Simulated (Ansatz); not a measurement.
The system is Cu.

```
CELL_PARAMETERS angstrom
0.00000 1.80750 1.80750
1.80750 0.00000 1.80750
1.80750 1.80750 0.00000
ATOMIC_POSITIONS crystal
Cu 0.00000 0.00000 0.00000
```

Program: Ansatz 0.2.0. Alike in all runs: cell as given; basis error allowed 0.001 eV/atom.

Task: Order these runs on this cell by their pressure, lowest first.
A. level BLYP+D3(BJ)+ATM; potentials or basis all-electron LAPW, scalar-relativistic; spin collinear, ferromagnetic start; k mesh 13 × 13 × 13; cutoff (eV) 295; smearing fermi-dirac 0.025 eV
B. level PBE exchange only; potentials or basis all-electron LAPW, relativistic spinors; spin SOC, no magnetisation; k mesh 10 × 10 × 10; cutoff (eV) 663; smearing fermi-dirac 0.05 eV; sphere radius (all atoms) 0.895 Å; other keys hamiltonian.pseudopotentials.lapw.muffin_tin_radii = 0.895
C. level RPBE+D4+U; potentials or basis all-electron LAPW, non-relativistic; spin collinear, random start; U Cu d U = 7 eV; k mesh 13 × 13 × 13; cutoff (eV) 295; smearing cold 0.1 eV; start of the occupations auto; double counting amf; hubbard projectors atomic

Result: A (-7.2 GPa), C (-3.4 GPa), B (23.6 GPa).

Caveats: pairwise dispersion overbinds metals, which lowers pressure and volume (some runs); the starting moments weren't kept (some runs); the k mesh is thin for a metal, which can move the energy by tens of meV per atom (some runs); so large a pressure means that the cell lies far from this level's equilibrium, or that cutoff or potentials fall short (some runs); U is the effective U less J, on atomic orbitals that reach past the spheres (some runs); the U is typed as a test and isn't derived for this compound (some runs).

Runs at the PBE level aren't shown here.
